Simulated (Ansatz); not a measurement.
S, a known structure type with other elements, at an estimated volume

```
CELL_PARAMETERS angstrom
-1.88344 1.88344 1.55073
1.88344 -1.88344 1.55073
1.88344 1.88344 -1.55073
ATOMIC_POSITIONS crystal
S 0.00000 0.00000 0.00000
```

Level: PBE, no spin polarisation; 420 eV; 14×14×14 Γ-centred mesh; methfessel-paxton occupations (width 0.211 eV); Ansatz 0.2.0, fixed geometry.

What happens at the Fermi level?

It is a metal, with about 1.2 states/eV a cell as the mean within 0.25 eV of the Fermi level, mostly S p (98 %).

What does the stress say?

The pressure is -12.5 GPa (compression positive), so with the atoms held at these fractions the cell would first shrink. The principal stresses -13.0, -13.0, -11.7 GPa differ, so its shape would change too.

What do density and ELF say about some of the short contacts?

S–S at 3.08 Å: least valence density 0.15 e/Å³ and ELF 0.21 there. Both are smooth PAW fields, read partly inside the augmentation spheres.

Origin: a known structure type with other elements, at an estimated volume, so it need not be a known compound. Caveats: many states at the Fermi level without spin polarisation, so a magnetic state may lie lower; wide smearing.
